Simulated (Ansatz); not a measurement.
The system is HfO2.

```
CELL_PARAMETERS angstrom
3.55802 0.00000 0.00000
0.00000 3.55802 0.00000
0.00000 0.00000 5.17186
ATOMIC_POSITIONS crystal
Hf 0.00000 0.00000 0.00000
Hf 0.50000 0.50000 0.50000
O 0.00000 0.50000 0.19721
O 0.50000 0.00000 0.30279
O 0.50000 0.00000 0.80279
O 0.00000 0.50000 0.69721
```

Measurements of this composition are mostly on another form, of space group No. 14.

| Property | Result |
| --- | --- |
| Program | Ansatz 0.2.0 |
| Task | relaxation of cell and atoms |
| Functional | BLYP |
| Dispersion | D4 |
| Potentials or basis | Ansatz PAW |
| Cutoff | 420 eV (not typed: the program's choice for these potentials) |
| k mesh | 8 × 8 × 5 |
| Occupations | fermi-dirac, width 0.05 eV |
| Spin | no spin polarisation |

At the start: volume 10.91 Å³/atom.

**Question.** How do energy, volume and symmetry change on relaxing?

**Answer.** It ends after 9 steps and the volume is 11.44 Å³/atom (+4.8 %); space group P4_2/nmc (No. 137, to 0.05 Å).

Step by step:
| step | energy change (eV) | largest force (eV/Å) | volume (Å³) |
| --- | --- | --- | --- |
| 1 | 0.0000 | 0.1165 | 65.47 |
| 2 | -0.0605 | 0.0909 | 68.76 |
| 3 | -0.0666 | 0.0442 | 68.30 |
| 4 | -0.0671 | 0.0093 | 68.40 |
| 5 | -0.0670 | 0.0001 | 68.43 |
| 6 | -0.0887 | 0.0019 | 68.43 |
| 7 | -0.0880 | 0.0006 | 68.60 |
| 8 | -0.0879 | 0.0000 | 68.62 |
| 9 | -0.0891 | 0.0001 | 68.62 |

Final structure:
```cif
data_structure
_symmetry_space_group_name_H-M 'P 1'
_symmetry_Int_Tables_number 1
_cell_length_a 3.6059
_cell_length_b 3.6059
_cell_length_c 5.2772
_cell_angle_alpha 90.000
_cell_angle_beta 90.000
_cell_angle_gamma 90.000
_cell_volume 68.62
loop_
_atom_site_label
_atom_site_type_symbol
_atom_site_fract_x
_atom_site_fract_y
_atom_site_fract_z
_atom_site_occupancy
Hf1 Hf 0.00000 0.00000 0.00000 1
Hf2 Hf 0.50000 0.50000 0.50000 1
O1 O 0.00000 0.50000 0.19163 1
O2 O 0.50000 0.00000 0.30837 1
O3 O 0.50000 0.00000 0.80837 1
O4 O 0.00000 0.50000 0.69163 1
```

Caveat: the plane-wave basis is chosen anew once the cell has moved, so the energies of steps on either side of that aren't comparable; the pressure holds a Pulay correction of +0.9 GPa for the finite cutoff; the PAW data sets come from PBE, with cores solved anew for the run's functional, which leaves a small shift of forces and pressure.
